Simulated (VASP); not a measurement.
A run of VASP 6.6.1:

The input POSCAR:

```
CdS
1.0
    3.8984360000      0.0000000000      0.0000000000
    0.0000000000      5.5114920000      0.0000000000
    0.0000000000      0.0000000000      3.8981040000
Cd S
2 2
Direct
    0.5000000000      0.5000000000      0.2430260000
    0.0000000000      0.0000000000      0.7569740000
    0.5000000000      0.0000000000      0.2551630000
    0.0000000000      0.5000000000      0.7448370000
```

Contents of INCAR.step1:

```
SYSTEM = CdS
ALGO = Normal
EDIFF = 1E-4
ENCUT = 520
GGA = PE
ISMEAR = 0
LASPH = .TRUE.
LCHARG = .FALSE.
LREAL = .FALSE.
LWAVE = .TRUE.
NBANDS = 26
NELM = 100
PREC = Accurate
SIGMA = 0.01
```

File INCAR.step2:

```
SYSTEM = CdS
ALGO = Normal
EDIFF = 1E-7
ENCUT = 520
ISIF = 2
ISMEAR = 0
ISTART = 1
LASPH = .TRUE.
LCHARG = .TRUE.
LELF = .TRUE.
LMIXTAU = .TRUE.
LREAL = .FALSE.
LVHAR = .TRUE.
LWAVE = .FALSE.
METAGGA = R2SCAN
NBANDS = 26
NELM = 100
PREC = Accurate
SIGMA = 0.01
```

Contents of KPOINTS:

```
k-points
0
G
  5 3 5
  0 0 0
```

Potentials or basis: VASP PAW PBE potentials, release 64 (Cd, S).

Run with:

```sh
$ cat potpaw_PBE.64/Cd/POTCAR potpaw_PBE.64/S/POTCAR > POTCAR
$ cp INCAR.step1 INCAR
$ mpirun -np 1 vasp_std > vasp.out
$ cp INCAR.step2 INCAR
$ mpirun -np 1 vasp_std > vasp.out
```

Hardware: 1 thread of Intel(R) Xeon(R) 6975P-C (Granite Rapids), on a shared host.

Task: Estimate the wall time of this run.

Result: Wall time 71 s on 1 thread of Intel(R) Xeon(R) 6975P-C (Granite Rapids), with other jobs on the host, peak memory 0.21 GiB. Counts: scf iterations 12, k points 18.
